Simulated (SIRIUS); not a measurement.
Runs of SIRIUS 7.12.0 on W. The structure is cubic, space group Im-3m (No. 229). The conventional cell has a = 3.165 Å, b = 3.165 Å, c = 3.165 Å, α = 90.00°, β = 90.00°, γ = 90.00°. W (site symmetry m-3m) has 8 W at 2.74 Å as nearest neighbours. 

```tsv
level	V0 of scaled cells (Å³/atom)	B0 (GPa)
PBE+D3	15.76	316
PBE	16.15	(a)
PBE+D4	15.80	313
PBE+D3(BJ)	(b)	312
```

Alike in all rows: task equation of state; potentials or basis all-electron FP-LAPW, apw+lo standard; no spin polarisation; cell as given; k mesh 12 × 12 × 12; cutoff (eV) 185; smearing fermi-dirac 0.05 eV.

**Question.** Estimate the missing entries.

**Answer.** (a) 299; (b) 15.77.
